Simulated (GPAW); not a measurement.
# Zn in GPAW: the effect of functional

Slab: Zn, a slab with vacuum.

```xyz
5
Lattice="2.6170 0.0000 0.0000 -1.3085 2.2682 0.0000 0.0000 0.0000 24.7168" Properties=species:S:1:pos:R:3 pbc="T T T"
Zn    0.0000    1.5394    7.5000
Zn    0.0000    0.0523    9.9164
Zn    0.0000    1.5917   12.3584
Zn    1.3085    0.8630   14.8004
Zn    0.0000    1.6440   17.2168
```

The slab is cut from a database's or a generator's crystal, which needn't be the stable form of the element.

The cell isn't the ideal one: the (0 0 1) slab of Zn, cut from the database cell, not relaxed.

Alike in all runs:

```yaml
Program: GPAW 26.7.0
Task: single point
Cutoff: 450 eV
Basis: pw
k_mesh: 12 × 12 × 1
Occupations: fermi-dirac, width 0.05 eV
Spin: no spin polarisation
```

| functional | potentials or basis | largest force (eV/Å) | work function (eV) |
| --- | --- | --- | --- |
| LDA | the program's PAW data sets (release 1.2.1) made for this functional | 0.12 | 4.24 |
| PBEsol | PAW data sets generated in the run's folder for this functional | 0.03 | 4.05 |
| RPBE | the program's PAW data sets (release 1.2.1) made for this functional | 0.28 | 3.81 |
| r2SCAN | GPAW PAW data sets (gpaw-data 1.2.1) | 0.07 | 4.01 |
| vdW-DF-cx | GPAW PAW data sets (gpaw-data 1.2.1) | ? | ? |
| BEEF-vdW | GPAW PAW data sets (gpaw-data 1.2.1) | 0.30 | 4.15 |
| revPBE | the program's PAW data sets (release 1.2.1) made for this functional | 0.25 | 3.82 |
| WC | PAW data sets generated in the run's folder for this functional | 0.03 | 4.04 |

Task: What does the run with functional vdW-DF-cx give?

Result: Largest force 0.16 eV/Å; work function 4.09 eV.

Caveats: the PAW data sets were made with another functional, which shifts forces and pressure a little (some runs).

Runs at the PBE level aren't shown here.
